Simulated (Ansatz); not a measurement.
**NiO under changes of volume**

One of the cells (9.076 Å³/atom); the others are scaled copies at fixed shape and fractional positions:

```
CELL_PARAMETERS angstrom
0.00000 2.08590 2.08590
2.08590 0.00000 2.08590
2.08590 2.08590 0.00000
ATOMIC_POSITIONS crystal
Ni 0.00000 0.00000 0.00000
O 0.50000 0.50000 0.50000
```

| Property | Result |
| --- | --- |
| Program | Ansatz 0.2.0 |
| Functional | r2SCAN0 |
| Potentials or basis | Ansatz PAW |
| Cutoff | 500 eV (not typed: the program's choice for these potentials) |
| k mesh | 6 × 6 × 6 |
| Occupations | fermi-dirac, width 0.05 eV |
| Spin | collinear spin, ferromagnetic start |
| Starting moments | [1.0, 0.0] μB |

```tsv
volume (Å³/atom)	energy over the lowest point (meV/atom)	pressure (GPa)	gap on the mesh (eV)
8.531	26.12	16.1	4.76
8.713	11.30	10.2	4.83
8.894	2.74	4.9	4.90
9.076	0.00	0.1	4.88
9.257	?	?	?
9.439	9.14	-8.0	4.67
9.620	20.29	-11.5	4.56
```

Task: What does the run at 9.257 Å³/atom give?

Result: Energy over the lowest point 2.24 meV/atom; pressure -4.2 GPa; gap on the mesh 4.77 eV.

Worked out: A Birch-Murnaghan fit of order 3 (a polynomial in V^(-2/3)) to the other rows has its minimum at 9.08 Å³/atom with B0 = V·E''(V) = 226 GPa and B' = 4.0. It gives 2.22 meV/atom at 9.257 Å³/atom, against the run's 2.24, and -dE/dV = -4.1 GPa, against -4.2. A parabola through the other rows of the gap, of slope -4.42 eV per unit of ln V there, gives 4.81 eV, against the run's 4.77.

Energies are extrapolated to zero smearing.

Caveats: all runs use coarse meshes; the magnetic or orbital state may not be the lowest; a cell with one magnetic atom can't hold antiferromagnetic order, which such compounds often take; the PAW data sets come from PBE, with cores solved anew for the run's functional, which leaves a small shift of forces and pressure; the thresholds are loose for stress.

A mesh can miss the band edges.
